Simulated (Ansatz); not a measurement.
Straining Te2Mo

Level of theory: Ansatz, DFT r2SCAN, scalar-relativistic, plane waves, PAW. Settings: 500 eV cutoff, 12×12×2 k-mesh, Gaussian smearing of 0.02 eV, no spin polarisation.

Starting point, cell and atoms relaxed:

```yaml
crystal:
  lattice:
    - [3.56325, 0.00000, 0.00000]
    - [-1.78163, 3.08587, 0.00000]
    - [0.00000, 0.00000, 14.73189]
  atoms:
    - { symbol: Te, position: [0.33333, 0.66667, 0.62852] }
    - { symbol: Te, position: [0.66667, 0.33333, 0.12852] }
    - { symbol: Te, position: [0.66667, 0.33333, 0.37148] }
    - { symbol: Te, position: [0.33333, 0.66667, 0.87148] }
    - { symbol: Mo, position: [0.33333, 0.66667, 0.25000] }
    - { symbol: Mo, position: [0.66667, 0.33333, 0.75000] }
```

Deformation: biaxial strain in the a-b plane, with the length and tilt of c and the atoms relaxed, all within the symmetry that the strain leaves. Energies are extrapolated to zero smearing. Gaps are generalised Kohn–Sham gaps over the whole zone.

Spin-orbit coupling is left out, which matters for the bands and energies of heavy elements.

| strain (%) | ΔE (meV/atom) | a (Å) | b (Å) | c (Å) | gap (eV) |
| --- | --- | --- | --- | --- | --- |
| -6.0 | 100.0 | 3.349 | 3.349 | 15.232 | 0.65 |
| -4.0 | 42.6 | 3.421 | 3.421 | 15.065 | 0.87 |
| -2.0 | 10.3 | 3.492 | 3.492 | 14.901 | 0.96 |
| +0.0 | 0.0 | 3.563 | 3.563 | 14.732 | 1.05 |
| +2.0 | 9.4 | 3.635 | 3.635 | 14.570 | 0.71 |
| +4.0 | 36.5 | 3.706 | 3.706 | 14.422 | 0.41 |

Question: What stiffness (1/V) d²E/dε² at zero strain does a cubic fit over all points give?

Answer: A cubic fit gives (1/V) d²E/dε² = 294 GPa at zero strain (twice the biaxial modulus).

Question: How does the free axis c answer a small strain?

Answer: Between the innermost points its strain is -0.56 times the applied one.

Question: How fast does the gap move with strain on either side?

Answer: 47 meV per percent on the compressed side and -171 meV per percent on the stretched side; it is indirect at -2.0 %, indirect at zero and indirect at +2.0 %.